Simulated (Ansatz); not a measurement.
# Sodium (omega (AlB2-type)) across density functionals

All rows: Ansatz, plane waves with scalar-relativistic PAW, 420 eV (500 eV for the SCAN forms), relaxed under each functional, no dispersion correction, no zero-point motion. B₀ comes from uniform scaling at fixed shape; a dash is a value not given.

```csv
functional,V (Å³/atom),cell,B₀ (GPa),magnetic state,ΔE to bcc (meV/atom)
r²SCAN,37.96,"a = 6.060 Å, c = 3.580 Å (c/a = 0.591)",8,spin not included,12
PBEsol,36.62,"a = 5.986 Å, c = 3.540 Å (c/a = 0.591)",8,spin not included,11
LDA,33.57,"a = 5.816 Å, c = 3.439 Å (c/a = 0.591)",9,spin not included,12
revPBE,39.63,"a = 6.140 Å, c = 3.641 Å (c/a = 0.593)",7,spin not included,10
RPBE,39.74,"a = 6.145 Å, c = 3.645 Å (c/a = 0.593)",7,spin not included,10
BLYP,37.72,"a = 6.036 Å, c = 3.586 Å (c/a = 0.594)",7,spin not included,9
```

Task: What does PBE give?

Result: V (Å³/atom): 37.32; cell: a = 6.023 Å, c = 3.563 Å (c/a = 0.592); B₀ (GPa): 8; magnetic state: spin not included; ΔE to bcc (meV/atom): 11.
